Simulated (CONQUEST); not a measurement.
Pb under changes of volume

One of the cells (29.314 Å³/atom); the others are scaled copies at fixed shape and fractional positions:

```
Pb
1.0
     3.48000    0.00000    0.00000
     0.00000    5.59000    0.00000
     0.00000    0.00000    6.02754
Pb
4
Direct
  0.00000 0.75000 0.33333
  0.50000 0.75000 0.83333
  0.00000 0.25000 0.66667
  0.50000 0.25000 0.16667
```

This isn't the form of Pb at room conditions, which is fcc.

* Program: CONQUEST 1.3
* Functional: PBE
* Potentials or basis: PseudoDojo NC PBE, DZP, grid of 36 × 60 × 60 points
* k mesh: 8 × 5 × 5
* Occupations: fermi-dirac, width 0.05 eV
* Spin: no spin polarisation

```tsv
volume (Å³/atom)	energy over the lowest point (meV/atom)	pressure (GPa)	largest force (eV/Å)
27.555	122.79	9.5	0.033
28.141	90.30	8.1	0.034
28.727	63.47	6.6	0.033
29.314	?	?	?
29.900	24.30	4.3	0.031
30.486	10.32	3.3	0.026
31.073	0.00	2.3	0.023
```

Problem. What does the run at 29.314 Å³/atom give?

Solution. Energy over the lowest point 41.63 meV/atom; pressure 5.2 GPa; largest force 0.031 eV/Å.

Worked out: A Birch-Murnaghan fit of order 3 (a polynomial in V^(-2/3)) to the other rows has no minimum within the range. It gives 41.67 meV/atom at 29.314 Å³/atom, against the run's 41.63, and -dE/dV = 5.3 GPa, against 5.2.

Energies are extrapolated to zero smearing.

Caveats: the basis of atomic orbitals isn't converged, which shifts pressures, moduli and gaps.
